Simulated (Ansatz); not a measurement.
Gas-phase electronic energies from Ansatz, PBE0-D4/def2-TZVP geometries. CBS: MP2 limit from def2 TZ/QZ plus the TZ coupled-cluster correction, frozen cores. Functionals use def2-TZVPP. One conformer a species, not always the lowest.

`O[SiH2][SiH2]Cl` + `CC(=O)O` → `CC(=O)O[SiH2]Cl` + `O[SiH3]`  (cleavage of the Si–Si bond)

```csv
level,ΔE (eV)
r2SCAN-D4,-0.91
r2SCAN0-D4,-0.94
revPBE,-0.68
MP2/def2-QZVPP,-1.08
```

(1) What does CCSD(T)/CBS give? (Best estimate.)

(2) What do rigid-rotor, harmonic-oscillator terms from PBE0-D4/def2-TZVP frequencies (298.15 K, 1 bar) make of the CCSD(T)/CBS value? (Best estimate.)

Largest T1 diagnostic among the species: 0.015.

Answers

(1) Ansatz gave: -0.99 eV. The listed levels differ from it by 0.08, 0.05, 0.31, -0.09 eV.

(2) Ansatz gave: ΔZPE = -0.07 eV, ΔH = -1.06 eV, ΔS = -13 J/(mol·K), ΔG = -1.02 eV. Modes under 50 cm⁻¹ make the entropy rough.

At CCSD(T), def2-SVP lies +0.04 eV from the extrapolated value and def2-TZVPP −0.02 eV. Leaving LDA and LC-ωPBE aside and taking each functional with its dispersion term where it has one, the values, not all of them listed here, spread over 0.32 eV, from BHLYP-D4 to PBE-D4. LDA lies −0.06 eV from PBE without D4.

CCSD(T)/CBS has its own doubt, a few kJ/mol and more with outer-core shells, so smaller differences from it don't rank the levels.
